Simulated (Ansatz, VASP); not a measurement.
BN: 3 runs at one level of theory

The starting cell:

```
N B
1.0
     0.00000    1.81300    1.81300
     1.81300    0.00000    1.81300
     1.81300    1.81300    0.00000
N B
1 1
Direct
  0.25000 0.25000 0.25000
  0.00000 0.00000 0.00000
```

The cell is a database's computed one, not the measured one.

Alike in all runs: task relaxation of cell and atoms; functional LDA; k mesh 13 × 13 × 13; occupations fermi-dirac, width 0.05 eV; no spin polarisation; no spin-orbit coupling. LDA stands for any of its common fits.

```
                        program and potentials  plane-wave cutoff (eV)                                                 notes  equilibrium volume (Å³/atom)
                            Ansatz, Ansatz PAW                     420  potentials made for PBE, which Ansatz adapts in part                          5.74
              VASP, LDA PAW files B, N, 600 eV                     600                                                     -                          5.75
Ansatz, all-electron LAPW, scalar-relativistic                       -                                                     -                          5.74
```

The equilibrium volume spans 5.74 (Ansatz, Ansatz PAW) to 5.75 Å³/atom (VASP, LDA PAW files B, N, 600 eV), with all-electron results at 5.74. Relaxations stop with a little pressure left, so the last digit of a volume isn't settled.

Differences between rows come from potentials, basis sets and numerical settings, since the functional is the same but for its coding. Runs on potential files found faulty are left out.

The three calculations give effectively the same volume for zinc-blende BN: the difference between 5.74 and 5.75 Å³/atom is too small to rank the potentials. Such agreement is plausible for two first-row elements, whose only core shell is the compact, deep 1s. It changes little on bonding, so a frozen core transfers well, and even a potential generated with another functional need not shift the volume noticeably. The short, polar sp³ bonds also make the lattice very stiff, so small errors in stress translate into only slight changes in volume.

The common value lies somewhat below the measured volume of cubic BN. Since the all-electron result shares this contraction, it probably reflects the usual overbinding of LDA rather than a fault in the potentials. The agreement therefore supports the numerical reliability of the LDA volume, not its accuracy against experiment. It doesn't establish equal quality for properties such as the band gap or the energy relative to layered BN, where errors needn't be masked by the stiffness of the lattice.
